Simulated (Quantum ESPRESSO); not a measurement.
An input for Quantum ESPRESSO 7.5 (Tl):

File run.py:

```python
import numpy as np
from ase.calculators.espresso import Espresso, EspressoProfile
from ase.io import read

atoms = read('POSCAR')

input_data = {
    'control': {'calculation': 'scf', 'prefix': 'pwscf', 'outdir': './tmp', 'tprnfor': True, 'tstress': True, 'disk_io': 'low'},
    'system': {'ecutwfc': 45.0, 'ecutrho': 360.0, 'nbnd': 20, 'occupations': 'smearing', 'smearing': 'mp', 'degauss': 0.00367493, 'vdw_corr': 'grimme-d3', 'dftd3_version': 6},
    'electrons': {'conv_thr': 4e-10, 'electron_maxstep': 120, 'mixing_beta': 0.5},
}
pseudopotentials = {'Tl': 'tl_pbesol_v1.2.uspp.F.UPF'}
profile = EspressoProfile(command='pw.x', pseudo_dir='pseudo')
dft = Espresso(profile=profile, input_data=input_data, pseudopotentials=pseudopotentials, kpts=(4, 4, 4), koffset=(0, 0, 0))
atoms.calc = dft

from ase.optimize import LBFGS
done = LBFGS(atoms, trajectory='opt.traj').run(fmax=0.02, steps=30)
print('converged', done)
print(f'energy {atoms.get_potential_energy():.8f} eV')
print('forces (eV/A)')
print(np.round(atoms.get_forces(), 6))
print('stress (eV/A^3, Voigt)')
print(np.round(atoms.get_stress(), 8))
print(f'Fermi level {dft.get_fermi_level():.4f} eV')
```

The input POSCAR:

```
Tl
1.0
    0.0000000000     -3.8820000000      0.0000000000
   -3.8820000000      0.0000000000      0.0000000000
    0.0000000000      0.0000000000     -3.8820000000
Tl
2
Direct
    0.5133056200      0.5673595300      0.3615287200
    0.9866943800      0.9326404700      0.1384712800
```

Potentials or basis: GBRV 1.5 PBEsol.

Launch:

```bash
$ OMP_NUM_THREADS=1 python run.py
```

Question: Does this run start?

Answer: The run stopped without a result. It printed:

Output:

```text
Traceback (most recent call last):
  File "ase/optimize/optimize.py", line 322, in irun
  File "ase/optimize/optimize.py", line 38, in get_gradient
  File "ase/atoms.py", line 2015, in get_forces
  File "ase/abc.py", line 31, in get_forces
  File "ase/calculator.py", line 517, in get_property
  File "ase/genericfileio.py", line 337, in calculate
  File "ase/espresso.py", line 92, in read_results
  File "ase/io/formats.py", line 821, in read
StopIteration

The above exception was the direct cause of the following exception:

Traceback (most recent call last):
  File "<dir>", line 18, in <module>
  File "ase/optimize/optimize.py", line 506, in run
  File "ase/optimize/optimize.py", line 375, in run
RuntimeError: generator raised StopIteration
```

espresso.pwo:

```text
This program is part of the open-source Quantum ESPRESSO suite
     for quantum simulation of materials; please cite
         "P. Giannozzi et al., J. Phys.:Condens. Matter 21 395502 (2009);
         "P. Giannozzi et al., J. Phys.:Condens. Matter 29 465901 (2017);
         "P. Giannozzi et al., J. Chem. Phys. 152 154105 (2020);
     in publications or presentations arising from this work. More details at

Warning: card &CELL ignored
Warning: card &FCP ignored
Warning: card &RISM ignored

 program stopped due to: functional name unknown
```
